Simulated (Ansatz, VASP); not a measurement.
**SiO2 in VASP and in Ansatz**

```
CELL_PARAMETERS angstrom
-2.13125 2.13125 3.69550
2.13125 -2.13125 3.69550
2.13125 2.13125 -3.69550
ATOMIC_POSITIONS crystal
Si 0.00000 0.00000 0.00000
Si 0.75000 0.25000 0.50000
O 0.37500 0.30537 0.43037
O 0.05537 0.62500 0.93037
O 0.69463 0.12500 0.06963
O 0.87500 0.94463 0.56963
```

Alike in both runs: functional LDA; k mesh 8 × 8 × 8; occupations gaussian, width 0.02 eV; no spin polarisation.

Ansatz relaxed the structure, and its values are those at the end. VASP's run is a single point on that final structure, the one shown.

|  | VASP | Ansatz |
| --- | --- | --- |
| version | VASP 6.6.1 | Ansatz 0.2.0 |
| potentials or method | VASP PAW LDA potentials, release 64 (Si, O) | scalar-relativistic, plane waves, PAW |
| plane-wave cutoff (eV) | 520 | 420 |
| valence electrons in the cell | 32 | 32 |

```csv
,VASP,Ansatz,Ansatz less VASP
gap on the k mesh at the Fermi level (eV),6.43,6.42,-0.008
least direct gap on the mesh (eV),6.70,6.70,0.000
pressure (GPa),8.9,8.0,-0.96
rms of the force components (eV/Å),0.032,0.000,-0.0319
```

A k mesh can miss the band edges.
